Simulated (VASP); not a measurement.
**CuO under changes of volume**

One of the cells (11.274 Å³/atom); the others are scaled copies at fixed shape and fractional positions:

```xyz
4
Lattice="2.0042 -2.1678 0.0000 2.0042 2.1678 0.0000 0.0000 0.0000 5.1901" Properties=species:S:1:pos:R:3 pbc="T T T"
Cu    1.0021   -1.0839    0.0000
Cu    1.0021    1.0839    2.5950
O     2.0042    0.0000    1.2975
O     2.0042    0.0000    3.8926
```

Measurements of this composition are mostly on another form, of space group No. 15.

- Program: VASP 6.6.1
- Functional: PBE
- Potentials or basis: VASP PAW PBE potentials, release 64 (Cu, O)
- Cutoff: 520 eV
- k mesh: 9 × 9 × 5
- Occupations: fermi-dirac, width 0.05 eV
- Spin: no spin polarisation

| volume (Å³/atom) | energy over the lowest point (meV/atom) | pressure (GPa) |
| --- | --- | --- |
| 10.390 | 33.12 | 13.6 |
| 10.611 | 17.05 | 9.3 |
| 10.832 | 6.56 | 5.5 |
| 11.274 | 0.00 | -0.9 |
| 11.496 | ? | ? |
| 11.717 | 9.42 | -6.1 |

What does the run at 11.496 Å³/atom give?

Energy over the lowest point 2.92 meV/atom; pressure -3.7 GPa.

Worked out: A Birch-Murnaghan fit of order 3 (a polynomial in V^(-2/3)) to the other rows has its minimum at 11.22 Å³/atom with B0 = V·E''(V) = 150 GPa and B' = 4.7 at fixed shape and positions, which overstates the stiffness. It gives 2.94 meV/atom at 11.496 Å³/atom, against the run's 2.92, and -dE/dV = -3.5 GPa, against -3.7.

Energies are extrapolated to zero smearing.

Caveats: the run has no spin polarisation, though such a crystal can be magnetic.
